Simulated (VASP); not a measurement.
# Ga (C2/c) in VASP: further runs

Runs on Ga. Level: PBE. Tasks: single point.

Everything below comes from runs of VASP 6.6.1. Logs are shortened: lines on timing, memory, paths and dates and some standing lists are left out, and cuts for length are marked.

### 1 Starting point

It takes space group C2/c (No. 15, monoclinic). Conventional cell: a = 2.766 Å, b = 8.053 Å, c = 3.332 Å, α = 90.00°, β = 92.02°, γ = 90.00°. Ga (site symmetry 2) has 8 Ga at 2.69 to 2.92 Å as nearest neighbours.

This isn't the form of Ga at room conditions, which is orthorhombic.

### 2 Single point, PBE

The input, INCAR:

```
PREC = Accurate
ENCUT = 450
EDIFF = 1E-6
ISMEAR = 0
SIGMA = 0.4
LREAL = False
LASPH = True
NELM = 100
ALGO = Normal
ISIF = 2
LWAVE = False
LCHARG = False
GGA = PE
NBANDS = 20
ADDGRID = False
```

The input, KPOINTS:

```
regular mesh
0
Gamma
  11 11 9
```

The input, POSCAR:

```
Ga
1.0
    1.3830000000     -4.0265000000      0.0000000000
    1.3830000000      4.0265000000      0.0000000000
   -0.1174474948      0.0000000000      3.3299294416
Ga
2
Direct
    0.1310000000      0.8690000000      0.7500000000
    0.8690000000      0.1310000000      0.2500000000
```

Potentials or basis: VASP PAW PBE potentials, release 64 (Ga_d).

The run is started by

```sh
> cat potpaw_PBE.64/Ga_d/POTCAR > POTCAR
> mpirun -np 1 vasp_std > vasp.out
```

OUTCAR:

```text
PREC = Accurate
   ENCUT = 450
   EDIFF = 1E-6
   ISMEAR = 0
   LREAL = False
   LASPH = True
   NELM = 100
   ISIF = 2
   GGA = PE

 Found    300 irreducible k-points:

 Following reciprocal coordinates:
            Coordinates               Weight
  0.000000  0.000000  0.000000      1.000000
  0.090909 -0.000000  0.000000      4.000000
  0.181818  0.000000 -0.000000      4.000000
  0.272727 -0.000000  0.000000      4.000000
  0.363636 -0.000000 -0.000000      4.000000
  0.454545 -0.000000  0.000000      4.000000
   k-points           NKPTS =    300   k-points in BZ     NKDIM =    300   number of bands    NBANDS=     20
   number of dos      NEDOS =    301   number of ions     NIONS =      2
   total plane-waves  NPLWV =  21600
   dimension x,y,z NGX =    30 NGY =   30 NGZ =   24
   dimension x,y,z NGXF=    60 NGYF=   60 NGZF=   48
   ions per type =               2
   NGX,Y,Z   is equivalent  to a cutoff of  11.71, 11.71, 11.97 a.u.
   NGXF,Y,Z  is equivalent  to a cutoff of  23.43, 23.43, 23.95 a.u.
 SYSTEM =  unknown system
   PREC   = accura    normal or accurate (medium, high low for compatibility)
   ISTART =      0    job   : 0-new  1-cont  2-samecut
   ICHARG =      2    charge: 1-file 2-atom 10-const
   ISPIN  =      1    spin polarized calculation?
   LNONCOLLINEAR =      F non collinear calculations
   LSORBIT =      F    spin-orbit coupling
   LASPH  =      T    aspherical Exc in radial PAW
   ENCUT  =  450.0 eV  33.07 Ry    5.75 a.u.   7.36  7.36  5.76*2*pi/ulx,y,z
   NELM   =    100;   NELMIN=  2; NELMDL= -5     # of ELM steps
   EDIFF  = 0.1E-05   stopping-criterion for ELM
[... 8 lines left out ...]
   TEBEG  =    0.0;   TEEND  =   0.0 temperature during run
   PSTRESS=    0.0 pullay stress
   NELECT =      26.0000    total number of electrons
   NUPDOWN=      -1.0000    fix difference up-down
   EMIN   =  10.00;   EMAX   =-10.00  energy-range for DOS
   EFERMI =   0.00;   METHOD = LEGACY
   ISMEAR =     0;   SIGMA  =   0.40  broadening in eV -4-tet -1-fermi 0-gaus
   EFERMI_NEDOS =   21; number of points for ismear=-14 and -15
   IALGO  =     38    algorithm
   IMIX   =      4    mixing-type and parameters
     AMIX     =   0.40;   BMIX     =  1.00
     AMIX_MAG =   1.60;   BMIX_MAG =  1.00
  volume/ion in A,a.u.               =      18.54       125.14
  Fermi-wavevector in a.u.,A,eV,Ry     =   1.454323  2.748273 28.777089  2.115056
  Thomas-Fermi vector in A             =   2.571487
   LORBIT       =      0    0 simple, 1 ext, 2 COOP (PROOUT), +10 PAW based schemes
   GGA     = PE    functional components
   LHFCALC =     F    Hartree Fock is set to
   AEXX    =    0.0000 exact exchange contribution
   IVDW    =     0    specifies the selected vdW correction
   LEPSILON=     F    determine dielectric tensor
   LRPA    =     F    only Hartree local field effects (RPA)
 non-spin polarized calculation
 Gauss-broadening in eV      SIGMA  =   0.40
  energy-cutoff  :      450.00
  volume of cell :       37.09
 maximum number of plane-waves:       825
 NGX is ok and might be reduce to    30
   NGX = 15   NGY = 15   NGZ = 11

 number of electron      25.9999982 magnetization

 Free energy of the ion-electron system (eV)
  ---------------------------------------------------
  ext. energy  EPLUGINS =         0.00000000
  ---------------------------------------------------
  free energy    TOTEN  =        -5.79419360 eV

  energy without entropy =       -5.73225274  energy(sigma->0) =       -5.76322317

 E-fermi :   5.7020     XC(G=0): -11.0575

 val. band max:        5.6983666073   @ k =   0.2727   0.2727   0.3333
 cond. band min:       5.7051484824   @ k =  -0.2727  -0.3636   0.4444
 fundamental gap:      0.0067818751
 Fermi energy:         5.7020403718

 k-point     1 :       0.0000    0.0000    0.0000
  band No.  band energies     occupation
      1      -9.5029      2.00000
      2      -9.4930      2.00000
      3      -9.4566      2.00000
      4      -9.4329      2.00000
      5      -9.1589      2.00000
      6      -9.1581      2.00000
[... 12 lines left out ...]
     19      16.3803      0.00000
     20      18.7571      0.00000

 k-point     2 :       0.0909   -0.0000    0.0000
  band No.  band energies     occupation
      1      -9.4962      2.00000
      2      -9.4796      2.00000
      3      -9.4387      2.00000
      4      -9.4010      2.00000
      5      -9.1744      2.00000
      6      -9.1727      2.00000
[... 12 lines left out ...]
     19      16.7249      0.00000
     20      19.5576      0.00000

 k-point     3 :       0.1818    0.0000   -0.0000
  band No.  band energies     occupation
      1      -9.4787      2.00000
      2      -9.4498      2.00000
      3      -9.3903      2.00000
      4      -9.3200      2.00000
      5      -9.2159      2.00000
      6      -9.2108      2.00000
[... 12 lines left out ...]
     19      16.8961      0.00000
     20      20.4843      0.00000

 k-point     4 :       0.2727   -0.0000    0.0000
  band No.  band energies     occupation
      1      -9.4572      2.00000
      2      -9.4175      2.00000
      3      -9.3383      2.00000
      4      -9.2991      2.00000
      5      -9.2705      2.00000
      6      -9.1898      2.00000
[... 12 lines left out ...]
     19      17.1207      0.00000
     20      19.9102      0.00000

 k-point     5 :       0.3636   -0.0000   -0.0000
  band No.  band energies     occupation
      1      -9.4399      2.00000
      2      -9.4032      2.00000
      3      -9.3388      2.00000
      4      -9.3228      2.00000
      5      -9.3096      2.00000
      6      -9.2051      2.00000
[... 12 lines left out ...]
     19      16.9841      0.00000
     20      18.1618      0.00000

 k-point     6 :       0.4545   -0.0000    0.0000
  band No.  band energies     occupation
      1      -9.4301      2.00000
      2      -9.4179      2.00000
      3      -9.3592      2.00000
      4      -9.3272      2.00000
      5      -9.3168      2.00000
      6      -9.2083      2.00000
[... 12 lines left out ...]
     19      15.7105      0.00000
     20      17.7784      0.00000

 [... further k-points ...]

------------------------ aborting loop because EDIFF is reached ----------------------------------------

  FORCE on cell =-STRESS in cart. coord.  units (eV):
  Direction    XX          YY          ZZ          XY          YZ          ZX
  --------------------------------------------------------------------------------------
  -------------------------------------------------------------------------------------
  Total        0.3155806      0.4839775      0.4388717      0.0000000      0.0000000      0.0290267
  in kB       13.6334552     20.9084025     18.9597770      0.0000000      0.0000000      1.2539882
  external PRESSURE =      17.8338782 kB  Pullay stress =       0.0000000 kB

 VOLUME and BASIS-vectors are now :
 -----------------------------------------------------------------------------
  energy-cutoff  :      450.00
  volume of cell :       37.09
      direct lattice vectors                 reciprocal lattice vectors
     1.383000000 -4.026500000  0.000000000     0.361532899 -0.124177325  0.012751361
     1.383000000  4.026500000  0.000000000     0.361532899  0.124177325  0.012751361
    -0.117447495  0.000000000  3.329929442     0.000000000  0.000000000  0.300306663

 POSITION                                       TOTAL-FORCE (eV/Angst)
 -----------------------------------------------------------------------------------
      1.29491      2.97156      2.49745         0.000000     -0.213227      0.000000
      1.35364     -2.97156      0.83248        -0.000000      0.213227      0.000000
 -----------------------------------------------------------------------------------
    total drift:                                0.000000      0.000000     -0.000000

  FREE ENERGIE OF THE ION-ELECTRON SYSTEM (eV)
  ---------------------------------------------------
  free  energy   TOTEN  =        -5.7941936037 eV

  energy  without entropy=       -5.7322527440  energy(sigma->0) =       -5.76322317
```

It took 2.6 min on 1 thread of Intel Xeon Platinum 8259CL at 2.50GHz (Skylake/Cascade Lake), shared host; peak memory 0.26 GiB.

These settings aren't checked as converged: the numbers below hold their error.

What came out:

- Free energy: -5.7942 eV
- Pressure: 1.8 GPa
- Largest force: 0.213 eV/Å
- Band gap on the k mesh: none (metal or under the smearing width)

### 3 Single point, PBE

INCAR is that of step 2.

KPOINTS is that of step 2.

The input, POSCAR:

```
Ga
1.0
    1.3830000000     -4.0265000000      0.0000000000
    1.3830000000      4.0265000000      0.0000000000
   -0.1174474948      0.0000000000      3.3299294416
Ga
2
Direct
    0.0863460000      0.8268100000      0.7848140000
    0.8777350000      0.1376800000      0.2531650000
```

Potentials or basis: VASP PAW PBE potentials, release 64 (Ga_d).

The run is started by

```sh
> cat potpaw_PBE.64/Ga_d/POTCAR > POTCAR
> mpirun -np 1 vasp_std > vasp.out
```

OUTCAR:

```text
PREC = Accurate
   ENCUT = 450
   EDIFF = 1E-6
   ISMEAR = 0
   LREAL = False
   LASPH = True
   NELM = 100
   ISIF = 2
   GGA = PE

 Found    545 irreducible k-points:

 Following reciprocal coordinates:
            Coordinates               Weight
  0.000000  0.000000  0.000000      1.000000
  0.090909 -0.000000  0.000000      2.000000
  0.000000 -0.090909  0.000000      2.000000
  0.181818  0.000000 -0.000000      2.000000
  0.000000 -0.181818  0.000000      2.000000
  0.272727 -0.000000  0.000000      2.000000
   k-points           NKPTS =    545   k-points in BZ     NKDIM =    545   number of bands    NBANDS=     20
   number of dos      NEDOS =    301   number of ions     NIONS =      2
   total plane-waves  NPLWV =  21600
   dimension x,y,z NGX =    30 NGY =   30 NGZ =   24
   dimension x,y,z NGXF=    60 NGYF=   60 NGZF=   48
   ions per type =               2
   NGX,Y,Z   is equivalent  to a cutoff of  11.71, 11.71, 11.97 a.u.
   NGXF,Y,Z  is equivalent  to a cutoff of  23.43, 23.43, 23.95 a.u.
 SYSTEM =  unknown system
   PREC   = accura    normal or accurate (medium, high low for compatibility)
   ISTART =      0    job   : 0-new  1-cont  2-samecut
   ICHARG =      2    charge: 1-file 2-atom 10-const
   ISPIN  =      1    spin polarized calculation?
   LNONCOLLINEAR =      F non collinear calculations
   LSORBIT =      F    spin-orbit coupling
   LASPH  =      T    aspherical Exc in radial PAW
   ENCUT  =  450.0 eV  33.07 Ry    5.75 a.u.   7.36  7.36  5.76*2*pi/ulx,y,z
   NELM   =    100;   NELMIN=  2; NELMDL= -5     # of ELM steps
   EDIFF  = 0.1E-05   stopping-criterion for ELM
[... 8 lines left out ...]
   TEBEG  =    0.0;   TEEND  =   0.0 temperature during run
   PSTRESS=    0.0 pullay stress
   NELECT =      26.0000    total number of electrons
   NUPDOWN=      -1.0000    fix difference up-down
   EMIN   =  10.00;   EMAX   =-10.00  energy-range for DOS
   EFERMI =   0.00;   METHOD = LEGACY
   ISMEAR =     0;   SIGMA  =   0.40  broadening in eV -4-tet -1-fermi 0-gaus
   EFERMI_NEDOS =   21; number of points for ismear=-14 and -15
   IALGO  =     38    algorithm
   IMIX   =      4    mixing-type and parameters
     AMIX     =   0.40;   BMIX     =  1.00
     AMIX_MAG =   1.60;   BMIX_MAG =  1.00
  volume/ion in A,a.u.               =      18.54       125.14
  Fermi-wavevector in a.u.,A,eV,Ry     =   1.454323  2.748273 28.777089  2.115056
  Thomas-Fermi vector in A             =   2.571487
   LORBIT       =      0    0 simple, 1 ext, 2 COOP (PROOUT), +10 PAW based schemes
   GGA     = PE    functional components
   LHFCALC =     F    Hartree Fock is set to
   AEXX    =    0.0000 exact exchange contribution
   IVDW    =     0    specifies the selected vdW correction
   LEPSILON=     F    determine dielectric tensor
   LRPA    =     F    only Hartree local field effects (RPA)
 non-spin polarized calculation
 Gauss-broadening in eV      SIGMA  =   0.40
  energy-cutoff  :      450.00
  volume of cell :       37.09
 maximum number of plane-waves:       825
 NGX is ok and might be reduce to    30
   NGX = 15   NGY = 15   NGZ = 11

 number of electron      25.9999991 magnetization

 Free energy of the ion-electron system (eV)
  ---------------------------------------------------
  ext. energy  EPLUGINS =         0.00000000
  ---------------------------------------------------
  free energy    TOTEN  =        -5.77837050 eV

  energy without entropy =       -5.71572463  energy(sigma->0) =       -5.74704757

 E-fermi :   5.6977     XC(G=0): -11.0557

 val. band max:        5.6971337349   @ k =  -0.2727  -0.3636   0.4444
 cond. band min:       5.7091250087   @ k =   0.1818   0.0909  -0.1111
 fundamental gap:      0.0119912737
 Fermi energy:         5.6976781615

 k-point     1 :       0.0000    0.0000    0.0000
  band No.  band energies     occupation
      1      -9.5276      2.00000
      2      -9.4993      2.00000
      3      -9.4608      2.00000
      4      -9.4401      2.00000
      5      -9.1828      2.00000
      6      -9.1619      2.00000
[... 12 lines left out ...]
     19      16.5339      0.00000
     20      18.7135      0.00000

 k-point     2 :       0.0909   -0.0000    0.0000
  band No.  band energies     occupation
      1      -9.5202      2.00000
      2      -9.4873      2.00000
      3      -9.4458      2.00000
      4      -9.4092      2.00000
      5      -9.1941      2.00000
      6      -9.1824      2.00000
[... 12 lines left out ...]
     19      16.7125      0.00000
     20      19.5489      0.00000

 k-point     3 :       0.0000   -0.0909    0.0000
  band No.  band energies     occupation
      1      -9.5173      2.00000
      2      -9.4854      2.00000
      3      -9.4436      2.00000
      4      -9.4099      2.00000
      5      -9.1957      2.00000
      6      -9.1779      2.00000
[... 12 lines left out ...]
     19      16.7868      0.00000
     20      19.5637      0.00000

 k-point     4 :       0.1818    0.0000   -0.0000
  band No.  band energies     occupation
      1      -9.5041      2.00000
      2      -9.4605      2.00000
      3      -9.4058      2.00000
      4      -9.3324      2.00000
      5      -9.2317      2.00000
      6      -9.2178      2.00000
[... 12 lines left out ...]
     19      16.8734      0.00000
     20      20.4623      0.00000

 k-point     5 :       0.0000   -0.1818    0.0000
  band No.  band energies     occupation
      1      -9.4924      2.00000
      2      -9.4521      2.00000
      3      -9.3963      2.00000
      4      -9.3321      2.00000
      5      -9.2280      2.00000
      6      -9.2175      2.00000
[... 12 lines left out ...]
     19      16.9553      0.00000
     20      20.5149      0.00000

 k-point     6 :       0.2727   -0.0000    0.0000
  band No.  band energies     occupation
      1      -9.4876      2.00000
      2      -9.4326      2.00000
      3      -9.3655      2.00000
      4      -9.3216      2.00000
      5      -9.2838      2.00000
      6      -9.1914      2.00000
[... 12 lines left out ...]
     19      17.1054      0.00000
     20      20.0024      0.00000

 [... further k-points ...]

------------------------ aborting loop because EDIFF is reached ----------------------------------------

  FORCE on cell =-STRESS in cart. coord.  units (eV):
  Direction    XX          YY          ZZ          XY          YZ          ZX
  --------------------------------------------------------------------------------------
  -------------------------------------------------------------------------------------
  Total        0.3469406      0.6748779      0.5268891      0.0231764      0.1453476      0.0145519
  in kB       14.9882465     29.1555265     22.7622327      1.0012490      6.2791890      0.6286614
  external PRESSURE =      22.3020019 kB  Pullay stress =       0.0000000 kB

 VOLUME and BASIS-vectors are now :
 -----------------------------------------------------------------------------
  energy-cutoff  :      450.00
  volume of cell :       37.09
      direct lattice vectors                 reciprocal lattice vectors
     1.383000000 -4.026500000  0.000000000     0.361532899 -0.124177325  0.012751361
     1.383000000  4.026500000  0.000000000     0.361532899  0.124177325  0.012751361
    -0.117447495  0.000000000  3.329929442     0.000000000  0.000000000  0.300306663

 POSITION                                       TOTAL-FORCE (eV/Angst)
 -----------------------------------------------------------------------------------
      1.17072      2.98148      2.61338         0.006705     -0.281109     -0.205314
      1.37459     -2.97983      0.84302        -0.006705      0.281109      0.205314
 -----------------------------------------------------------------------------------
    total drift:                               -0.000011      0.000020     -0.000000

  FREE ENERGIE OF THE ION-ELECTRON SYSTEM (eV)
  ---------------------------------------------------
  free  energy   TOTEN  =        -5.7783705004 eV

  energy  without entropy=       -5.7157246320  energy(sigma->0) =       -5.74704757
```

OSZICAR:

```text
N       E                     dE             d eps       ncg     rms          rms(c)
DAV:   1     0.125920811621E+03    0.12592E+03   -0.12191E+04 22792   0.228E+03
DAV:   2     0.493787641981E+01   -0.12098E+03   -0.11811E+03 22564   0.363E+02
DAV:   3    -0.567422848415E+01   -0.10612E+02   -0.10563E+02 24580   0.902E+01
DAV:   4    -0.582889207931E+01   -0.15466E+00   -0.15459E+00 25036   0.122E+01
DAV:   5    -0.583154083745E+01   -0.26488E-02   -0.26486E-02 24812   0.155E+00    0.143E+00
DAV:   6    -0.578745097095E+01    0.44090E-01   -0.88734E-02 29564   0.490E+00    0.737E-01
DAV:   7    -0.577922942744E+01    0.82215E-02   -0.18443E-02 31312   0.185E+00    0.202E-01
DAV:   8    -0.577835462418E+01    0.87480E-03   -0.24234E-03 23592   0.665E-01    0.214E-02
DAV:   9    -0.577836939380E+01   -0.14770E-04   -0.13879E-04 24464   0.116E-01    0.825E-03
DAV:  10    -0.577837051234E+01   -0.11185E-05   -0.10044E-05 24352   0.357E-02    0.293E-03
DAV:  11    -0.577837050041E+01    0.11930E-07   -0.13343E-06 15676   0.147E-02
   1 F= -.57783705E+01 E0= -.57470476E+01  d E =-.626459E-01
```

It took 4.5 min on 1 thread of Intel Xeon Platinum 8259CL at 2.50GHz (Skylake/Cascade Lake), shared host; peak memory 0.36 GiB.

The run converged, but some of its settings lie outside the range that counts as converged, so its numbers aren't taken as properties of the crystal.

Results:

```yaml
Free_energy: -5.7784 eV
Pressure: 2.2 GPa
Largest_force: 0.348 eV/Å
Band_gap_on_the_k_mesh: none (metal or under the smearing width)
```
